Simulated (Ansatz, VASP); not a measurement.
## Pt (Pt wire of staggered 4-rings): VASP beside Ansatz

Wanted: the spread between two codes on one cell, functional and k mesh. The structure shown is the start of the Ansatz relaxation below; VASP solves that cell, so the two are compared at the walk's first step.

Program: Ansatz 0.2.0. Level of theory: plane waves, with VASP 6.6.1 beside it; single point at PBE. Results are calculated unless marked as measured.

## 1. The structure

The cell holds 8 atoms: 8 Pt. Cell: a = 10.691 Å, b = 10.691 Å, c = 4.604 Å, α = 90.0°, β = 90.0°, γ = 90.0°. Vacuum lies along a and b. The structure's axis is c.

Structure file:

```cif
data_structure
_symmetry_space_group_name_H-M 'P 1'
_symmetry_Int_Tables_number 1
_cell_length_a 10.6910
_cell_length_b 10.6910
_cell_length_c 4.6038
_cell_angle_alpha 90.000
_cell_angle_beta 90.000
_cell_angle_gamma 90.000
_cell_volume 526.21
loop_
_atom_site_label
_atom_site_type_symbol
_atom_site_fract_x
_atom_site_fract_y
_atom_site_fract_z
_atom_site_occupancy
Pt1 Pt 0.31802 0.49998 0.00000 1
Pt2 Pt 0.49998 0.68194 0.00000 1
Pt3 Pt 0.49998 0.31802 0.00000 1
Pt4 Pt 0.68194 0.49998 0.00000 1
Pt5 Pt 0.37132 0.62864 0.50000 1
Pt6 Pt 0.37132 0.37132 0.50000 1
Pt7 Pt 0.62864 0.62864 0.50000 1
Pt8 Pt 0.62864 0.37132 0.50000 1
```

## 2. Ansatz: relaxation, PBE

Ansatz runs on its default PAW (the set named soft_2) files.

The two programs are compared at the cell with which this relaxation starts, whose forces are those of its first step.

input.yaml reads:

```yaml
crystal:
  lattice:
    - [10.691, 0.0, 0.0]
    - [0.0, 10.691, 0.0]
    - [0.0, 0.0, 4.6038308309]
  atoms:
    - { symbol: Pt, position: [0.318024507, 0.499981293, 0.0], spin: 0.48 }
    - { symbol: Pt, position: [0.499981293, 0.681938079, 0.0], spin: 0.48 }
    - { symbol: Pt, position: [0.499981293, 0.318024507, 0.0], spin: 0.48 }
    - { symbol: Pt, position: [0.681938079, 0.499981293, 0.0], spin: 0.48 }
    - { symbol: Pt, position: [0.371318415, 0.62864417, 0.5], spin: 0.48 }
    - { symbol: Pt, position: [0.371318415, 0.371318415, 0.5], spin: 0.48 }
    - { symbol: Pt, position: [0.62864417, 0.62864417, 0.5], spin: 0.48 }
    - { symbol: Pt, position: [0.62864417, 0.371318415, 0.5], spin: 0.48 }
magnetization:
  spin_polarized: true
kpoints:
  mp_grid: { grid: [1, 1, 18] }
scf:
  occupations: { method: fermi_dirac, width: 0.05 }
hamiltonian:
  xc: pbe
relax:
  cell: { fix: [a, b, alpha, beta, gamma] }
  max_steps: 60
```

Started as:

```sh
ansatz run input.yaml --threads 8 --pin off --max-ram 16384MiB --backend cpu --events-out ev --progress --plain --runs-dir out
```

Numbers of over 12 decimals in the logs are rounded to 6 here.

The program printed:

```text
Engine: ansatz 0.2.0, aarch64-unknown-linux-gnu
Pseudopotentials: kind: paw
Pseudopotential: Pt, paw, valence charge 18, recommended cutoff 420 eV (normal), Pt.paw.azcp
Functional definition: PBE
  parameter kappa = 0.804
  parameter beta = 0.066725
  exchange = pbe_x(kappa = kappa, mu = beta*pi^2/3)
  correlation = pbe_c(beta = beta)
Crystal: 8 atoms, lattice volume = 526.206 Å³
Basis set: ecut = 420 eV, 10323 PW (Γ), exchange–correlation on 144×144×64 points (8 copies of the dense FFT grid, shifted against one another)
Bands: 89, of which v1, the nominal top of the filled ones, is band 72 counted from 1 (71 counted from 0)
Symmetry: 16 space group operations
Space group: P4/mmm (ITA 123), of the structure as read, at distance tolerance 8.1e-5 Å
Magnetic group: BNS 123.339 (UNI 999), of the structure as read, at distance tolerance 8.1e-5 Å
k-points: 10 of 18
Non-local potential: Pt, projectors of the file, l = 0: 3, l = 1: 2, l = 2: 2, l = 3: 1
PAW form: soft (Blöchl's): semilocal exchange-correlation on the pseudo side does not see the compensation charge
PAW one-centre angular grid: Pt, 590 points (default); XC on 64 Gauss nodes
Initial density: superposition of atomic densities (neutral atoms: chi_scale 0, normalization atom)
Starting moments: Σ|m| = 3.84 μB on 8 of 8 sites
Initial wavefunctions: pseudopotential atomic-orbital guess
Functional: x = pbe(κ = 0.804, μ = 0.219515), c = pbe(β = 0.066725)
SCF iter   1: F=—  HF=-100173.302977 eV  |F-HF|=—  |Δ(HF+E_count)|=         —  Δρ=1.95e-2 (↑1.48e-2 ↓1.95e-2)  dr2=5.99e0  dr2_m=1.18e-1  M=3.737 μB ∫|m|=3.741 μB  β_m=0.30  ethr=3.10e-3  ⟨swp⟩=6.5  Hψ=6569  notcnv=0  defer=31
Mixer restart at iter 1: flushing history
preconditioner: auto → LDOS  [metal: Δε(μ)=0.010 eV  Ē_g=5.963 eV  σ=0.050 eV  W_gap=0.05  n_scr=94 (ndim 8)  ℏωp=14.5 eV  f_vac=0.619  D(μ)=20.39/eV (n_scr^D=158)]
spin=Collinear: LDOS preconditioning applied to the charge; magnetization (m = ρ↑ − ρ↓) channel mixes plain (no charge-response kernel on spin).
SCF iter   2: F=—  HF=-100172.445132 eV  |F-HF|=—  |Δ(HF+E_count)|=   8.58e-1  Δρ=1.23e-2 (↑8.24e-3 ↓1.23e-2)  dr2=1.26e0  dr2_m=7.64e-2  M=3.871 μB ∫|m|=3.882 μB  β_m=0.41  ethr=3.10e-3  ⟨swp⟩=2.0  Hψ=3006  notcnv=0  defer=140
SCF iter   3: F=—  HF=-100172.772527 eV  |F-HF|=—  |Δ(HF+E_count)|=   3.27e-1  Δρ=5.59e-3 (↑3.49e-3 ↓5.59e-3)  dr2=1.15e-1  dr2_m=3.41e-2  M=4.098 μB ∫|m|=4.131 μB  β_m=0.55  ethr=8.76e-4  ⟨swp⟩=2.0  Hψ=2756  notcnv=0  defer=140
SCF iter   4: F=—  HF=-100172.979933 eV  |F-HF|=—  |Δ(HF+E_count)|=         —  Δρ=4.39e-3 (↑3.75e-3 ↓4.39e-3)  dr2=7.08e-3  dr2_m=7.68e-2  M=5.125 μB ∫|m|=5.185 μB  β_m=0.55  ethr=7.97e-5  ⟨swp⟩=2.0  Hψ=3017  notcnv=0  defer=140
SCF iter   5: F=—  HF=-100173.000645 eV  |F-HF|=—  |Δ(HF+E_count)|=   2.07e-2  Δρ=2.36e-3 (↑2.27e-3 ↓2.36e-3)  dr2=4.95e-4  dr2_m=2.56e-2  M=5.307 μB ∫|m|=5.392 μB  β_m=0.77  ethr=4.92e-6  ⟨swp⟩=2.0  Hψ=3286  notcnv=0  defer=140
SCF iter   6: F=—  HF=-100173.005374 eV  |F-HF|=—  |Δ(HF+E_count)|=   4.73e-3  Δρ=3.76e-4 (↑1.42e-4 ↓3.76e-4)  dr2=1.05e-3  dr2_m=2.17e-4  M=5.444 μB ∫|m|=5.568 μB  β_m=0.74  ethr=3.44e-7  ⟨swp⟩=3.0  Hψ=4172  notcnv=0  defer=140
SCF iter   7: F=—  HF=-100173.005458 eV  |F-HF|=—  |Δ(HF+E_count)|=   8.45e-5  Δρ=7.63e-5 (↑6.44e-5 ↓7.63e-5)  dr2=6.86e-6  dr2_m=2.18e-5  M=5.440 μB ∫|m|=5.563 μB  β_m=0.87  ethr=3.44e-7  ⟨swp⟩=3.0  Hψ=3940  notcnv=0  defer=140
SCF iter   8: F=—  HF=-100173.005448 eV  |F-HF|=—  |Δ(HF+E_count)|=   9.95e-6  Δρ=2.47e-5 (↑9.71e-6 ↓2.47e-5)  dr2=2.50e-6  dr2_m=8.10e-7  M=5.443 μB ∫|m|=5.569 μB  β_m=0.85  ethr=4.77e-9  ⟨swp⟩=3.0  Hψ=3882  notcnv=0  defer=140
SCF iter   9: F=—  HF=-100173.005449 eV  |F-HF|=—  |Δ(HF+E_count)|=   1.11e-6  Δρ=4.76e-6 (↑4.06e-6 ↓4.76e-6)  dr2=1.83e-7  dr2_m=5.73e-8  M=5.443 μB ∫|m|=5.570 μB  β_m=0.84  ethr=1.74e-9  ⟨swp⟩=2.4  Hψ=3248  notcnv=0  defer=140
SCF iter  10: F=—  HF=-100173.005449 eV  |F-HF|=—  |Δ(HF+E_count)|=   1.17e-7  Δρ=2.23e-6 (↑1.16e-6 ↓2.23e-6)  dr2=1.63e-8  dr2_m=1.13e-8  M=5.443 μB ∫|m|=5.570 μB  β_m=0.90  ethr=1.27e-10  ⟨swp⟩=2.5  Hψ=3284  notcnv=0  defer=140
SCF iter  11: F=-100173.005449 eV  HF=-100173.005449 eV  |F-HF|=7.07e-9  |Δ(HF+E_count)|=   2.18e-8  Δρ=9.12e-7 (↑5.48e-7 ↓9.12e-7)  dr2=1.01e-8  dr2_m=1.13e-9  M=5.443 μB ∫|m|=5.570 μB  ethr=1.13e-11  ⟨swp⟩=1.9  Hψ=5923  notcnv=0
SCF 1 converged in 11 iterations: F = -100173.005449 eV  dr2 = 1.01e-8
  greatest PAW one-centre occupation: 1.000 electrons in one spin orbital (limit 2), on the Pt atom at site 7 (counted from 0), in its partial waves of l = 0
relax step   1: F+E_penalty+E_count = -100173.00544939 eV  Δ(F+E_penalty+E_count) = +0.000e0 eV  max|allowed force component| = 1.255e0 eV/Å  Δτ_max = 0.0000 Å  P = -3.208 GPa  Ω = 526.206 Å³  fix = [a, b, alpha, beta, gamma]  reactions: a -2.894, b -2.894 GPa  (11 SCF iters, dr2 threshold 1.00e-7 eV, accepted)
[...]
relax step   4: F+E_penalty+E_count = -100173.57394208 eV  Δ(F+E_penalty+E_count) = -4.237e-2 eV  max|allowed force component| = 4.187e-2 eV/Å  Δτ_max = 0.0209 Å  P = -0.050 GPa  Ω = 516.707 Å³  energy of the carried Pulay correction = +1.035e-3 eV  fix = [a, b, alpha, beta, gamma]  reactions: a -0.039, b -0.039 GPa  (7 SCF iters, dr2 threshold 8.00e-7 eV, accepted)
[...]
relax step   5: F+E_penalty+E_count = -100173.57433823 eV  Δ(F+E_penalty+E_count) = -3.962e-4 eV  max|allowed force component| = 6.789e-3 eV/Å  Δτ_max = 0.0028 Å  P = +0.061 GPa  Ω = 516.552 Å³  energy of the carried Pulay correction = +1.052e-3 eV  fix = [a, b, alpha, beta, gamma]  reactions: a +0.072, b +0.072 GPa  (6 SCF iters, dr2 threshold 1.10e-7 eV, accepted)
[...]
relax step   6: F+E_penalty+E_count = -100173.57296243 eV  Δ(F+E_penalty+E_count) = +1.376e-3 eV  max|allowed force component| = 6.941e-3 eV/Å  Δτ_max = 0.0000 Å  P = +0.065 GPa  Ω = 516.552 Å³  fix = [a, b, alpha, beta, gamma]  reactions: a +0.074, b +0.074 GPa  stress off target by 4.88e-2 GPa on what of the cell is left free  SCF on the basis re-selected at this cell (its energy is not comparable with the rows above)  (7 SCF iters)
basis re-selected at this cell: Δ(F+E_penalty+E_count) = +1.376e-3 eV, ΔP = +0.004 GPa vs the last step (what re-selecting the basis moved, of the pressure what is left beyond the Pulay correction that the steps carried, after the strain that the cell walked since its last selection, with what the two solves' SCF thresholds leave and, on support functions, any second-order correction that the steps lacked; it is no m [...]
SCF converged after 7 iterations
Magnetization: 5.2575 μB (74.6287 up, 69.3713 down)
Absolute magnetization: 5.3605 μB (∫|ρ↑−ρ↓|, with the PAW one-centre terms)
Spin contamination: 0.0177 ħ² per cell (⟨S²⟩ above its minimum at these occupations)
Per-site moments (μB) at R_I (Å): [(0.564077, 1.086204), (0.564077, 1.086204), (0.564077, 1.086204), (0.564077, 1.086204), (0.564060, 1.086973), (0.564060, 1.086973), (0.564060, 1.086973), (0.564060, 1.086973)]
Free energy (F): -100173.572962 eV
Harris-Foulkes:  -100173.572962 eV  (|F-HF|=2.91e-11)
Internal energy: -100173.489694 eV  (E = F + TS)
E sigma→0 (E₀):  -100173.531328 eV
Entropy (-TS):   -0.083268 eV (-10.409 meV/atom)
Fermi energy:    1.273327 eV
--- Per-component energies (eV) ---
  E_band       = -4090.573051
  E_kinetic    = 5096.423590
  E_local      = -65561.379604  (includes V_loc(G=0)·N_el)
  E_nonlocal   = 1609.215711
  E_hartree    = 29743.953753
  E_xc         = -2081.685090
  E_vxc        = -2404.466614  (∫ρ·V_xc dr)
  E_paw        = -75637.568691  (= ΣΔE_a)
  E_vpaw       = -2318.274498  (= ΣTr[D̂ρ^β])
  E_aug_tail   = 0.001535  (compensation charges beyond the density's cutoff)
  E_ewald      = 6657.549102
  E_smearing   = -0.083268  (= −TS)
  E_closure    = 0.000000  (closes the sum)
  Σ components = -100173.572962   (vs F -100173.572962, Δ=0.00e0)
--- Forces (eV/Å), atoms counted from 1 ---
  atom   1  Pt    -0.00694092    -0.00000000    -0.00000000
  atom   2  Pt     0.00000000     0.00694092     0.00000000
  atom   3  Pt    -0.00000000    -0.00694092    -0.00000000
  atom   4  Pt     0.00694092     0.00000000     0.00000000
  atom   5  Pt    -0.00534417     0.00534417    -0.00000000
  atom   6  Pt    -0.00534417    -0.00534417    -0.00000000
  atom   7  Pt     0.00534417     0.00534417     0.00000000
  atom   8  Pt     0.00534417    -0.00534417     0.00000000
  max |Σ_I F_I| component: 5.20e-18 eV/Å
--- Stress (GPa, compression-positive) ---
        0.073789       0.000000      -0.000000
        0.000000       0.073789       0.000000
       -0.000000       0.000000       0.048831
  P = ⅓ Tr σ = 0.0655 GPa (0.655 kbar)
--- Relaxed structure (5 steps of the walk, 4 accepted, 1 SCFs on fresh bases) ---
  F+E_penalty+E_count = -100173.57296243 eV   max|allowed force component| = 6.941e-3 eV/Å   (the final SCF, on the basis selected at the relaxed cell)
  cell:  # Å, volume = 516.5520 Å³
    - [10.691, 0, 0]
    - [0, 10.691, 0]
    - [0, 0, 4.519365]
  atoms:
    - { symbol: Pt, position: [0.325819, 0.49998129275, 0] }
    - { symbol: Pt, position: [0.49998129275, 0.674144, 0] }
    - { symbol: Pt, position: [0.49998129275, 0.325819, 0] }
    - { symbol: Pt, position: [0.674144, 0.49998129275, 0] }
    - { symbol: Pt, position: [0.376743, 0.623220, 0.500000] }
    - { symbol: Pt, position: [0.376743, 0.376743, 0.500000] }
    - { symbol: Pt, position: [0.623220, 0.623220, 0.500000] }
    - { symbol: Pt, position: [0.623220, 0.376743, 0.500000] }
```

In the SCF lines HF is the Harris–Foulkes energy and dr2 the Hartree energy of the density residual, in eV; the loop may stop once dr2 is under the threshold and the program's other checks hold. Hψ counts applications of the Hamiltonian.

(Continued in part 2 of 2.)

[Lines on the potential files, build, host, timing and source positions are cut from VASP's logs without a mark.]

[Logs are printed without paths, hosts, clocks, repeated set-up lines and the standing remarks that a program may print on its own settings, such as how far it seeks lower states.]

[Hosts, paths, dates, database ids (printed as entryN), source tags and the programs' standing remarks are cut or masked in the printed files.]
